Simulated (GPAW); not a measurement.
Wanted: an ASE script for a GPAW 26.7.0 run.

| Property | Result |
| --- | --- |
| Task | band structure |
| Functional | r2SCAN |
| Potentials or basis | GPAW PAW data sets (gpaw-data 1.2.1) |
| Cutoff | 800 eV |
| Basis | pw |
| k mesh | 5 × 5 × 5 |
| Occupations | fermi-dirac, width 0.05 eV |
| Spin | no spin polarisation |
| Maxiter | 150 |
| Band path | GXSRAZGYX1A1TY,ZT |
| Band points | 60 |

The system is BaTiO3 (Barioperovskite).

```
Ba Ti O
1.0
     3.98550    0.00000    0.00000
     0.00000    2.83690    2.84515
     0.00000   -2.83690    2.84515
Ba Ti O
1 1 3
Cartesian
  0.0000 0.0000 0.0000
  1.9928 0.0000 2.9157
  1.9928 1.3804 4.2594
  1.9928 -1.3804 4.2594
  0.0000 0.0000 2.7735
```

The input as run:

run.py

```python
from ase import Atoms
from ase.dft.bandgap import bandgap
from ase.io import write
from ase.units import GPa
from gpaw import GPAW, PW

atoms = Atoms(['Ba', 'Ti', 'O', 'O', 'O'],
              cell=[[3.9855, 0.0, 0.0],
                    [0.0, 2.8369, 2.84515],
                    [0.0, -2.8369, 2.84515]],
              scaled_positions=[[0.0, 0.0, 0.0],
                                [0.5, 0.5124, 0.5124],
                                [0.5, 0.99184, 0.50524],
                                [0.5, 0.50524, 0.99184],
                                [0.0, 0.4874, 0.4874]],
              pbc=True)

calc = GPAW(mode=PW(800),
            xc='MGGA_X_R2SCAN+MGGA_C_R2SCAN',
            kpts={'size': (5, 5, 5), 'gamma': True},
            occupations={'name': 'fermi-dirac', 'width': 0.05},
            nbands=36,
            convergence={'density': 1e-05, 'energy': 1e-05},
            maxiter=150,
            txt='gpaw.txt')
atoms.calc = calc
energy = atoms.get_potential_energy()
forces = atoms.get_forces()
stress = atoms.get_stress()
calc.write('gs.gpw')
write('result.traj', atoms)
print(f'Energy: {energy:.6f} eV')
print('Forces (eV/A):')
print(forces.round(4))
print('Stress (GPa):', (stress / GPa).round(3))
print('Fermi level:', round(calc.get_fermi_level(), 4), 'eV')
print(f'Gap: {bandgap(calc)[0]:.4f} eV, direct: {bandgap(calc, direct=True)[0]:.4f} eV')

path = atoms.cell.bandpath('GXSRAZGYX1A1TY,ZT', npoints=60, eps=1e-4)
bs_calc = calc.fixed_density(kpts=path, symmetry='off', nbands=53,
                             convergence={'bands': 'CBM+6.0', 'eigenstates': 1e-6}, txt='bands.txt')
bs = bs_calc.band_structure()
bs.write('bs.json')
print(f'Gap on the path: {bandgap(bs_calc)[0]:.4f} eV')
```

Potentials or basis: GPAW PAW data sets (gpaw-data 1.2.1), pw.

Launch:

```sh
$ OMP_NUM_THREADS=1 python run.py
```

Results of the run:

| Item | Value |
| --- | --- |
| Pressure | 0.6 GPa |
| Largest force | 0.291 eV/Å |
| Band gap on the k mesh | 2.39 eV, indirect (least direct gap 2.46 eV) |
| Band gap along the path | 2.25 eV, indirect (least direct gap 2.46 eV) |

Caveat: the PAW data sets were made with another functional, which shifts forces and pressure a little; spin-orbit coupling is left out, which moves the levels of the heavy elements; the mesh misses the band edges, which the band path finds closer together.

Wall time 6 min on 1 thread of Arm Neoverse V2 (shared host), peak memory 0.71 GiB.
